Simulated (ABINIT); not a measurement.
Runs of ABINIT 10.8.3 (patched build) on Si2Ni. The structure is cubic, space group Fm-3m (No. 225). The conventional cell has a = 5.406 Å, b = 5.406 Å, c = 5.406 Å, α = 90.00°, β = 90.00°, γ = 90.00°. Ni (site symmetry m-3m) has 8 Si at 2.34 Å as nearest neighbours. Around Si (site symmetry -43m) lie 4 Ni at 2.34 Å. 

```csv
task,level,potentials or basis,k mesh,mesh quality,gap on the mesh (eV),pressure (GPa),moment (μB),V0 of scaled cells (Å³/atom),B0 (GPa)
equation of state,PBE,JTH PAW PBE v2.0,9 × 9 × 9,not flagged,-,-,-,(a),144
band structure,PBEsol,JTH PAW PBE v2.0,8 × 8 × 8,not flagged,none,-1.3,0.00,-,-
equation of state,LDA,JTH PAW LDA v2.0,5 × 5 × 5,coarse,-,-,-,(b),173
single point,PBEsol,JTH PAW PBE v2.0,9 × 9 × 9,not flagged,none,-0.6,0.00,-,-
```

Alike in all rows: spin collinear, ferromagnetic start; cell as given; cutoff (eV) 1116; smearing fermi-dirac 0.05 eV.

Q: Fill in the values left out.

A: (a) 13.53; (b) 12.85.

Caveats: some runs use coarse meshes; pressures at fixed basis lie under the slope of the energies (some runs); small starting moments can end in a higher magnetic state in this program (some runs); the PAW data sets were made with another functional, which shifts forces and pressure a little (some runs).

A gap of «none» marks a metal or a gap under the smearing width.
